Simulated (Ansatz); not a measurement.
# Cu (Fm-3m) in Ansatz: single point with PBEsol

Aim: the single point of Cu with PBEsol.

Everything below comes from runs of Ansatz 0.2.0. Logs are shortened: lines on timing, memory, paths and dates and some standing lists are left out, and cuts for length are marked.

**1. The undisturbed crystal**

It takes space group Fm-3m (No. 225, cubic). The conventional cell has a = 3.615 Å, b = 3.615 Å, c = 3.615 Å, α = 90.00°, β = 90.00°, γ = 90.00°. Around Cu (site symmetry m-3m) lie 12 Cu at 2.56 Å.

**2. Single point, PBEsol (strain_z = 0)**

Contents of input.yaml:

```yaml
crystal:
  lattice:
    - [0.0, 1.8075, 1.8075]
    - [1.8075, 0.0, 1.8075]
    - [1.8075, 1.8075, 0.0]
  atoms:
    - { symbol: Cu, position: [0.0, 0.0, 0.0] }
kpoints:
  mp_grid: { grid: [13, 13, 13] }
scf:
  occupations: { method: fermi_dirac, width: 0.05 }
hamiltonian:
  xc: pbesol
  pseudopotentials: { kind: all_electron, lapw: { basis_error: 0.001 } }
output:
  forces: true
  stress: true
  eigenvalues: true
```

Potentials or basis: all-electron LAPW, scalar-relativistic.

Run with:

```console
> ansatz run input.yaml --threads 1 --pin off --max-ram 3072MiB --backend cpu --events-out ev --progress --plain --runs-dir out
```

Log:

```text
Warning: RAYON_NUM_THREADS=1 ignored (pool sized by the plan → 1); use --threads N
LAPW: plane waves up to 8.794 Å⁻¹, error target 1.0e-3 eV per atom; small_component_spin mean_spin; Cu in spheres of 1.278 Å, 19 of its electrons in bands, Dirac shells [] (how accurate: hamiltonian.pseudopotentials.lapw.basis_error, Limitations)
Engine: ansatz 0.2.0, aarch64-unknown-linux-gnu
Pseudopotentials: kind: all_electron
Pseudopotential: Cu, LAPW, valence charge 19, lapw/all_electron/scalar/gaussian/Cu, Koelling and Harmon's equation, gaussian nucleus
Functional definition: PBEsol
  exchange = pbesol_x
  correlation = pbesol_c
Crystal: 1 atoms, lattice volume = 11.810 Å³
Basis set: ecut = 294.63441845311814 eV, 137 PW (Γ), exchange–correlation at level 2
Bands: 14, of which v1, the nominal top of the filled ones, is band 10 counted from 1 (9 counted from 0)
Symmetry: 48 space group operations
Space group: Fm-3m (ITA 225), of the structure as read, at distance tolerance 2.3e-5 Å
k-points: 84 of 2197
Non-local potential: Cu, projectors of the file, none
Initial density: superposition of atomic densities (chi_scale 0.1, normalization cell)
Initial wavefunctions: plane waves of lowest kinetic energy (no species holds an atomic orbital)
Functional: x = pbesol(κ = 0.804, μ = 0.12345679012345678), c = pbesol(β = 0.046)
iter 1 solved again at ethr=6.40e-4 eV; its pass at ethr=1.00e-1 eV (dr2=1.22e-1 eV) is discarded
SCF iter   1: F=—  HF=-44998.874397 eV  |F-HF|=—  |Δ(HF+E_count)|=         —  Δρ=4.69e-2  dr2=1.22e-1  ethr=6.40e-4  ⟨swp⟩=2.6  Hψ=8365  notcnv=0
preconditioner: auto → none  [insulator: Δε(μ)=0.143 eV  Ē_g=15.799 eV  σ=0.050 eV  W_gap=0.52  n_scr=0 (ndim 8)  ℏωp=35.8 eV  f_vac=0.000  D(μ)=0.32/eV (n_scr^D=0)  ε∞_Penn≈6.1]
SCF iter   2: F=—  HF=-44999.808432 eV  |F-HF|=—  |Δ(HF+E_count)|=   9.34e-1  Δρ=2.91e-2  dr2=4.88e-2  ethr=6.40e-4  ⟨swp⟩=3.0  Hψ=4030  notcnv=0
iter 3 solved again at ethr=2.83e-6 eV; its pass at ethr=2.57e-4 eV (dr2=5.37e-4 eV) is discarded
SCF iter   3: F=—  HF=-44998.001145 eV  |F-HF|=—  |Δ(HF+E_count)|=    1.81e0  Δρ=2.84e-3  dr2=5.36e-4  ethr=2.83e-6  ⟨swp⟩=2.0  Hψ=5977  notcnv=0
SCF iter   4: F=—  HF=-44997.898709 eV  |F-HF|=—  |Δ(HF+E_count)|=   1.02e-1  Δρ=4.95e-3  dr2=1.30e-3  ethr=2.82e-6  ⟨swp⟩=3.0  Hψ=3915  notcnv=0
SCF iter   5: F=—  HF=-44997.890582 eV  |F-HF|=—  |Δ(HF+E_count)|=   8.13e-3  Δρ=8.64e-4  dr2=3.75e-5  ethr=2.82e-6  ⟨swp⟩=2.2  Hψ=3190  notcnv=0
SCF iter   6: F=—  HF=-44997.890370 eV  |F-HF|=—  |Δ(HF+E_count)|=   2.12e-4  Δρ=1.96e-5  dr2=2.92e-8  ethr=1.97e-7  ⟨swp⟩=2.0  Hψ=3164  notcnv=0
SCF iter   7: F=-44997.890370 eV  HF=-44997.890370 eV  |F-HF|=5.50e-8  |Δ(HF+E_count)|=   4.10e-8  Δρ=5.21e-6  dr2=1.72e-9  ethr=1.54e-10  ⟨swp⟩=3.0  Hψ=3436  notcnv=0
SCF 1 converged in 7 iterations: F = -44997.890370 eV  dr2 = 1.72e-9
SCF converged after 7 iterations
Free energy (F): -44997.890370 eV
Harris-Foulkes:  -44997.890370 eV  (|F-HF|=5.50e-8)
Internal energy: -44997.887659 eV  (E = F + TS)
E sigma→0 (E₀):  -44997.889014 eV
Entropy (-TS):   -0.002711 eV (-2.711 meV/atom)
Fermi energy:    16.587941 eV
--- Per-component energies (eV) ---
  E_band       = -364.330024
  E_kinetic    = 45764.916083
  E_xc         = -1803.268124
  E_electrostatic = -88959.535618  (all electrons and nuclei)
  E_smearing   = -0.002711  (= −TS)
  E_closure    = 0.000000  (closes the sum)
  E_atoms      = -44993.559851  (free atoms, spherical and without spin; not in F)
  Σ components = -44997.890370   (vs F -44997.890370, Δ=0.00e0)
  Basis errors (estimates in eV, not in F): energy 1.7e-4 per atom: plane waves 1.6e-4 (1.2e-4 summed), levels above the bands 6.6e-176, relativity 3.6e-9, radial functions 9.9e-6, core shells 1.3e-11; eigenvalues (radial functions only) 2.9e-6; not estimated: angular momenta, meshes, grids; target (lapw.basis_error) 1.0e-3; muffin-tin radii Cu 1.278 Å
--- Forces (eV/Å), atoms counted from 1 ---
  atom   1  Cu     0.00000000     0.00000000     0.00000000
  max |Σ_I F_I| component: 1.07e-31 eV/Å
--- Stress (GPa, compression-positive) ---
       -6.586052      -0.000000       0.000000
       -0.000000      -6.586052       0.000000
        0.000000       0.000000      -6.586052
  P = ⅓ Tr σ = -6.5861 GPa (-65.861 kbar)
--- Band table (eV; the first three rows and the last of 84) ---
  k-point 0: bands = ["-95.8329", "-53.2986", "-53.2986", "-53.2986", "6.9821", "13.4163", "13.4163", "13.4163", "14.2589", "14.2589", "39.0029", "41.5911", "41.5911", "41.5911"]
  k-point 1: bands = ["-95.8321", "-53.3048", "-53.2995", "-53.2995", "7.1975", "13.3703", "13.4568", "13.4568", "14.2434", "14.2434", "37.5315", "39.9082", "40.9622", "40.9622"]
  k-point 2: bands = ["-95.8299", "-53.3221", "-53.3021", "-53.3021", "7.8290", "13.2574", "13.5445", "13.5445", "14.2285", "14.2285", "33.6723", "39.4850", "40.0361", "40.0361"]
  k-point 83: bands = ["-95.8142", "-53.3756", "-53.3667", "-53.3393", "12.2903", "12.7624", "13.0035", "14.2289", "14.9447", "21.2572", "23.2140", "25.1940", "25.6517", "43.5235"]
```

It took 5.8 s on 1 thread of Arm Neoverse V2, shared host; peak memory 0.26 GiB.

Results:

- Free energy: -44997.8904 eV
- Pressure: -6.6 GPa
- Band gap on the k mesh: none (metal or under the smearing width)
